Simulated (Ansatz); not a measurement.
Below is a relaxed structure of In₂Ga₃P₅. The cell was found from a structure generator's guess, not taken from experiment.

All numbers below come from DFT PBE, scalar-relativistic, plane waves, PAW (Ansatz 0.2.0). Cutoff 420 eV, Γ-centred mesh, Gaussian smearing, no spin polarisation.

```xyz
10
Lattice="1.8898 1.0911 15.1822 -1.8898 1.0911 15.1822 0.0000 -2.1821 15.1822" Properties=species:S:1:pos:R:3 pbc="T T T"
In    0.0000    0.0000    9.2256
In    0.0000    0.0000   36.3210
Ga    0.0000    0.0000    0.0000
Ga    0.0000    0.0000   27.4713
Ga    0.0000    0.0000   18.0753
P     0.0000    0.0000   13.7577
P     0.0000    0.0000   41.2898
P     0.0000    0.0000   22.7733
P     0.0000    0.0000    4.2568
P     0.0000    0.0000   31.7890
```

Formation energies are uncorrected and refer to the elements' standard structures at the same level. The references include black phosphorus.

Q: Find its symmetry and describe it.

A: R-3m (No. 166), with In and Ga ordered on rock salt sites. Conventional cell: a = 3.780 Å, c = 45.547 Å. In is surrounded by 6 P at 2.73–2.77 Å; Ga on a site of symmetry -3m is surrounded by 6 P at 2.61 Å; around Ga on a site of symmetry 3m lie 6 P at 2.57–2.63 Å; P on a site of symmetry 3m has 6 Ga at 2.61–2.63 Å; 2 more sites not described.

Q: How far does it lie from the elements in energy?

A: 0.00 eV/atom. The formation energy is too near zero to say whether this cell lies below the elements.

Q: Is it a metal?

A: Yes, bands cross the Fermi level on the 12×12×12 mesh.

The last run used a 12×12×12 mesh for its 10-atom cell and Gaussian smearing of 0.10 eV. The k mesh leaves some 4 meV/atom of noise in the energy of each metallic cell. The reference form of P is held partly by dispersion forces, which this level lacks. A structure relaxed within its symmetry needn't be a true minimum.
